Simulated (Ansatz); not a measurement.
The same path of a periodic cell of 39 atoms, Al₁₆O₂₃ (host Al2O3, host structure R-3c, one O atom removed), cell charge +2 was run twice with different band settings. Lost on the way: Al11–O20, O20–Al32. Made: Al2–O20, O20–Al31.

Level of theory: Ansatz 0.2.0, DFT PBEsol, scalar-relativistic, plane waves, PAW. Settings: PAW set soft_1, cutoff 420 eV, k mesh 2x2x2, gaussian smearing 0.05 eV, no spin polarisation.

Relaxed end points:

```xyz
39
Lattice="-4.7537 -2.7445 4.3242 4.7537 -2.7445 4.3242 0.0000 5.4891 4.3242" Properties=species:S:1:pos:R:3
Al -0.013 -0.005 4.625
Al 0.200 0.006 2.038
Al -0.088 -0.021 8.421
Al -0.002 -0.022 11.068
O -0.937 1.377 7.565
O -0.712 -1.522 7.566
O 1.539 0.133 7.519
O 1.013 -1.439 5.386
O 0.713 1.498 5.404
O -1.649 -0.104 5.403
Al 0.010 -2.770 8.900
Al 0.008 -2.771 6.232
Al 0.006 2.743 4.071
Al -0.011 2.733 6.737
O 3.784 1.368 7.603
O -0.758 1.231 3.185
O -3.111 0.122 7.567
O -3.825 -1.387 5.399
O 0.707 -1.272 9.725
O 3.107 -0.230 5.422
Al -2.387 1.391 8.878
Al -2.398 1.385 6.254
Al 2.334 -1.275 3.970
Al 2.305 -1.292 6.838
O 1.482 0.100 3.289
O 1.680 2.639 7.623
O -0.735 -4.055 7.618
O -1.471 -0.002 9.729
O -1.638 -2.627 5.407
O 0.716 4.026 5.427
Al 2.262 1.196 8.770
Al 2.378 1.376 6.183
Al -2.366 -1.387 4.064
Al -2.324 -1.313 6.711
O 1.492 -2.769 7.514
O -3.110 2.631 7.566
O -0.709 -1.226 3.205
O -1.477 2.759 5.381
O 0.727 1.242 9.733
```

```xyz
39
Lattice="-4.7537 -2.7445 4.3242 4.7537 -2.7445 4.3242 0.0000 5.4891 4.3242" Properties=species:S:1:pos:R:3
Al 0.011 0.023 4.577
Al 0.014 0.021 1.910
Al -0.007 0.008 8.396
Al 0.010 -0.002 11.063
O -0.933 1.363 7.569
O -0.705 -1.522 7.604
O 1.684 0.101 7.510
O 1.017 -1.310 5.423
O 0.731 1.498 5.400
O -1.634 -0.122 5.402
Al 0.204 -2.755 8.771
Al -0.009 -2.744 6.184
Al 0.002 2.762 4.066
Al -0.084 2.762 6.713
O 3.788 1.373 7.530
O -0.731 1.306 3.191
O -3.106 0.109 7.567
O -3.821 -1.362 5.411
O 0.720 -1.285 9.706
O 3.111 -2.519 5.387
Al -2.394 1.356 8.879
Al -2.383 1.349 6.255
Al 2.309 -1.457 3.971
Al 2.338 -1.474 6.839
O 1.496 0.020 3.295
O 1.543 2.607 7.614
O -0.754 -3.980 7.624
O -1.473 -0.019 9.752
O -1.645 -2.645 5.406
O 0.711 4.013 5.408
Al 2.382 1.365 8.950
Al 2.266 1.544 6.363
Al -2.320 -1.436 4.098
Al -2.362 -1.362 6.745
O 1.486 -2.849 7.520
O -3.107 2.618 7.566
O -0.709 -1.227 3.243
O -1.468 2.742 5.405
O 0.717 1.242 9.729
```

Common settings: climbing image yes; end points relaxed.

| run | movable images | spring | optimiser | start path | force threshold | iteration limit |
| --- | --- | --- | --- | --- | --- | --- |
| 1 | 5 | 5.0 eV/Å² | quadratic models (default) | IDPP | 0.03 eV/Å | 52 |
| 2 | 3 | 100.0 eV/Å² | fire | default | 0.05 eV/Å | 50 |

Q: What does each run give, and how far can it be trusted?

A: Run 1: converged after 8 iterations, highest image 1.082 eV above the first end. By the program's own check the climbing image is a first-order saddle point (lowest curvatures found: -2.14 and 4.64 eV/Å²).
Run 2: converged after 29 iterations, highest image 1.082 eV above the first end. The order of the stationary point at the top wasn't checked.
Limits of this set-up: PAW files made for another functional, charged cell in a uniform background, uncorrected.
